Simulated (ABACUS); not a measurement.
The system is Si2Ni.

```
CELL_PARAMETERS angstrom
0.00000 2.70300 2.70300
2.70300 0.00000 2.70300
2.70300 2.70300 0.00000
ATOMIC_POSITIONS crystal
Ni 0.00000 0.00000 0.00000
Si 0.75000 0.75000 0.75000
Si 0.25000 0.25000 0.25000
```

| Quantity | Value |
| --- | --- |
| Program | ABACUS 3.10.1 |
| Task | single point |
| Functional | PBEsol |
| Potentials or basis | PseudoDojo NC SR 0.4.1 PBEsol standard |
| Cutoff | 1333 eV |
| Density cutoff | 5333 eV |
| Basis | plane waves |
| k mesh | 9 × 9 × 9 |
| Occupations | fermi-dirac, width 0.05 eV |
| Spin | collinear spin, ferromagnetic start |
| Starting moments | [1.0, 0.0, 0.0] μB |

On this cell: pressure -0.9 GPa; largest force zero by symmetry; net moment 0.00 μB per cell; band gap on the k mesh none (metal or under the smearing width).

The same run follows on a disturbed copy (atoms moved at random, drawn with an rms of 0.05 Å):

```
CELL_PARAMETERS angstrom
0.00000 2.70300 2.70300
2.70300 0.00000 2.70300
2.70300 2.70300 0.00000
ATOMIC_POSITIONS crystal
Ni 0.00493 0.00989 0.99540
Si 0.75332 0.75088 0.76642
Si 0.24470 0.25296 0.25518
```

What changes?

The energy (extrapolated to zero smearing) moves by +7.2 meV/atom; pressure -0.7 GPa; largest force 0.457 eV/Å; net moment 0.00 μB per cell; band gap on the k mesh none (metal or under the smearing width).

Forces in eV/Å, atoms in the order of the input:
```
Ni   0.170  0.241 -0.338
Si  -0.208 -0.403  0.059
Si   0.037  0.162  0.279
```

Stress tensor (GPa, compression positive):
```
-0.73  0.66  1.45
 0.66 -0.65  0.60
 1.45  0.60 -0.80
```
